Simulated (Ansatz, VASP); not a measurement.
# Sr: VASP beside Ansatz

Contents of INCAR:

```
PREC     = Accurate       # precision mode
ENCUT    = 520            # plane-wave cutoff, eV
EDIFF    = 1E-7           # SCF threshold, eV
ISMEAR   = -1             # smearing method
SIGMA    = 0.05           # smearing width, eV
LREAL    = F              # projectors in reciprocal space
LASPH    = T              # aspherical terms in the spheres
NELM     = 100            # most SCF steps
ALGO     = Normal         # electronic algorithm
ISIF     = 2              # what is computed and relaxed
LWAVE    = F              # write WAVECAR
LCHARG   = T              # write CHGCAR
GGA      = PE             # functional
LELF     = T              # ELF
LVHAR    = T            
NBANDS   = 28             # bands
```

File KPOINTS:

```
regular mesh
0
Gamma
  5 5 5
```

File POSCAR:

```
Sr
1.0
   -4.1585048905      4.1585048905      3.5768060722
    4.1585048905     -4.1585048905      3.5768060722
    4.1585048905      4.1585048905     -3.5768060722
Sr
4
Direct
    0.3354504800      0.1645495200      0.5000000000
    0.6645495200      0.8354504800      0.5000000000
    0.8354504800      0.3354504800      0.1709009600
    0.1645495200      0.6645495200      0.8290990400
```

The input input.yaml:

```yaml
crystal:
  lattice:
    - [-4.1585048905, 4.1585048905, 3.5768060722]
    - [4.1585048905, -4.1585048905, 3.5768060722]
    - [4.1585048905, 4.1585048905, -3.5768060722]
  atoms:
    - { symbol: Sr, position: [0.33545048, 0.16454952, 0.5] }
    - { symbol: Sr, position: [0.66454952, 0.83545048, 0.5] }
    - { symbol: Sr, position: [0.83545048, 0.33545048, 0.17090096] }
    - { symbol: Sr, position: [0.16454952, 0.66454952, 0.82909904] }
hamiltonian:
  xc: pbe
  pseudopotentials: { kind: paw }
kpoints:
  mp_grid: { grid: [5, 5, 5] }
scf:
  occupations: { method: fermi_dirac, width: 0.05 }
output:
  forces: true
  stress: true
  eigenvalues: true
```

This isn't the form of Sr at room conditions, which is fcc.

Alike in both runs: task single point; functional PBE; k mesh 5 × 5 × 5; occupations fermi-dirac, width 0.05 eV; no spin polarisation.

|  | VASP | Ansatz |
| --- | --- | --- |
| version | VASP 6.6.1 | Ansatz 0.2.0 |
| potentials or method | VASP PAW PBE potentials, release 64 (Sr_sv) | Ansatz PAW |
| plane-wave cutoff (eV) | 520 | 420 |
| valence electrons in the cell | 40 | 40 |

```csv
,VASP,Ansatz,Ansatz less VASP
gap on the k mesh at the Fermi level (eV),none,none,-
pressure (GPa),-0.3,-0.3,0.00
rms of the force components (eV/Å),0.072,0.072,-0.0006
```

Atom by atom the forces differ by 0.001 eV/Å (rms over components). A gap of «none» marks a metal or a gap that the smearing closes.
